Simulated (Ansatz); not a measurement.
HfO2:

```
Hf O
1.0
     5.21946    0.00000    0.00000
     0.00000    5.00476    0.00000
     0.00000    0.00000    5.03269
Hf O
4 8
Direct
  0.96699 0.73252 0.74144
  0.53301 0.73252 0.24144
  0.46699 0.26748 0.74144
  0.03301 0.26748 0.24144
  0.63213 0.92865 0.87927
  0.86787 0.92865 0.37927
  0.23395 0.53988 0.49229
  0.26605 0.53988 0.99229
  0.76605 0.46012 0.99229
  0.73395 0.46012 0.49229
  0.13213 0.07135 0.87927
  0.36787 0.07135 0.37927
```

Measurements of this composition are mostly on another form, of space group No. 14.

Base run:

```yaml
Program: Ansatz 0.2.0
Functional: RPBE
Potentials_or_basis: Ansatz PAW
Cutoff: "420 eV (not typed: the program's choice for these potentials)"
k_mesh: 4 × 5 × 4
Occupations: fermi-dirac, width 0.05 eV
Spin: no spin polarisation
```

Its results: band gap on the k mesh 4.62 eV, indirect (least direct gap 4.83 eV); pressure 14.9 GPa; largest force 0.138 eV/Å.

**Question.** After a change of settings the same cell gave: band gap on the k mesh 4.60 eV, indirect (least direct gap 4.81 eV); pressure 13.5 GPa; largest force 0.132 eV/Å. Which change was it?
A. functional from RPBE to PBEsol
B. functional from RPBE to revPBE
C. functional from RPBE to r2SCAN; cutoff from 420 eV (not typed: the program's choice for these potentials) to 500 eV (not typed: the program's choice for these potentials)
D. functional from RPBE to BLYP

**Answer.** B.

Caveats: spin-orbit coupling is left out, which moves the levels of the heavy elements; the PAW data sets come from PBE, with cores solved anew for the run's functional, which leaves a small shift of forces and pressure.
